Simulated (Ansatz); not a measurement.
# Be: the cost of one run

Computed with Ansatz 0.2.0 (DFT PBE, scalar-relativistic, plane waves, PAW, unless a step's input says otherwise).

1 further run of the same task is left out (set aside as unsound or not needed).

## (1) Starting point

Symmetry: Fm-3m, No. 225, cubic system. The conventional cell has a = 3.157 Å, b = 3.157 Å, c = 3.157 Å, α = 90.00°, β = 90.00°, γ = 90.00°. Be (site symmetry m-3m) is surrounded by 12 Be at 2.23 Å.

As a file:

```cif
data_structure
_symmetry_space_group_name_H-M 'P 1'
_symmetry_Int_Tables_number 1
_cell_length_a 2.2322
_cell_length_b 2.2322
_cell_length_c 2.2322
_cell_angle_alpha 60.000
_cell_angle_beta 60.000
_cell_angle_gamma 60.000
_cell_volume 7.86
loop_
_atom_site_label
_atom_site_type_symbol
_atom_site_fract_x
_atom_site_fract_y
_atom_site_fract_z
_atom_site_occupancy
Be1 Be 0.50000 0.50000 0.50000 1
```

It is the end of an earlier relaxation with the same method, from a generated guess; it is a trial structure. At a tolerance of 0.05 Å it has space group Fm-3m (No. 225); it has 7.86 Å³/atom, an uncorrected energy of +0.08 eV/atom over the standard state and, on its mesh, gap none (metal).

## (2) Point at V/V0 = 0.97

input.yaml reads:

```yaml
crystal:
  lattice:
    - [0.0, 1.5624707852, 1.5624707852]
    - [1.5624707852, 0.0, 1.5624707852]
    - [1.5624707852, 1.5624707852, 0.0]
  atoms:
    - { symbol: Be, position: [0.5, 0.5, 0.5] }
basis:
  ecutwfc: 420
kpoints:
  mp_grid: { grid: [30, 30, 30] }
hamiltonian:
  xc: pbe
scf:
  occupations: { method: gaussian, width: 0.1 }
output:
  forces: true
  stress: true
  eigenvalues: true
```

On the command line:

```bash
> ansatz run input.yaml --threads 1 --pin off --max-ram 2560MiB --backend cpu --events-out ev --progress --plain --runs-dir out
```

Q: Estimate wall time and peak memory on 1 thread of Arm Neoverse N1, shared host.

About 4.6 s, with a peak of 0.3 GiB.
